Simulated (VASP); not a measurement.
Crystal: MoSe2.

```
CELL_PARAMETERS angstrom
3.28800 0.00000 0.00000
-1.64400 2.84749 0.00000
0.00000 0.00000 12.90000
ATOMIC_POSITIONS crystal
Mo 0.66667 0.33333 0.75000
Mo 0.33333 0.66667 0.25000
Se 0.66667 0.33333 0.37500
Se 0.33333 0.66667 0.87500
Se 0.66667 0.33333 0.12500
Se 0.33333 0.66667 0.62500
```

* Program: VASP 6.6.1
* Task: relaxation of cell and atoms
* Functional: RPBE
* Dispersion: D3(BJ)
* Potentials or basis: VASP PAW PBE potentials, release 64 (Mo_sv, Se)
* Cutoff: 600 eV
* k mesh: 9 × 9 × 2
* Occupations: fermi-dirac, width 0.05 eV
* Spin: no spin polarisation

At the start: pressure -10.4 GPa; volume 20.13 Å³/atom.

Q: Where does the relaxation end?

A: Over 18 steps the energy falls by 246.8 meV/atom and the volume is 15.84 Å³/atom (-21.3 %); space group P6_3/mmc (No. 194, to 0.05 Å).

The path:
```csv
step,energy change (eV),largest force (eV/Å),pressure (GPa),volume (Å³)
1,0.0000,0.5436,-10.44,120.78
2,-0.2495,3.1837,20.13,99.05
3,-0.6535,1.9107,3.76,107.83
4,-0.7754,0.5095,-3.59,104.32
5,-0.9403,0.4228,-1.04,105.88
6,-0.9404,0.4538,-0.95,105.92
7,-1.0416,0.4837,-1.12,104.27
8,-1.3361,0.5380,-0.61,99.31
9,-1.0940,0.3800,9.13,89.33
10,-1.4113,0.7650,2.09,96.66
11,-1.4110,0.4804,4.96,92.85
12,-1.4405,0.6526,3.59,94.55
13,-1.4701,0.0161,0.11,94.78
14,-1.4704,0.0660,0.38,94.76
15,-1.4758,0.0518,0.22,94.86
16,-1.4804,0.0173,-0.14,95.11
17,-1.4805,0.0212,-0.10,95.08
18,-1.4805,0.0194,-0.04,95.03
```

Final structure:
```
Mo Se
1.0
     3.05457    0.00000    0.00000
    -1.52728    2.64533    0.00000
     0.00000    0.00000   11.76089
Mo Se
2 4
Direct
  0.66667 0.33333 0.75000
  0.33333 0.66667 0.25000
  0.66667 0.33333 0.39576
  0.33333 0.66667 0.89576
  0.66667 0.33333 0.10424
  0.33333 0.66667 0.60424
```

Caveat: the volume moved by over 15 % at a fixed basis, so the end points are rough; the PAW data sets were made with another functional, which shifts forces and pressure a little; the volume moved by -21 % from the deposited cell, more than functionals usually miss.
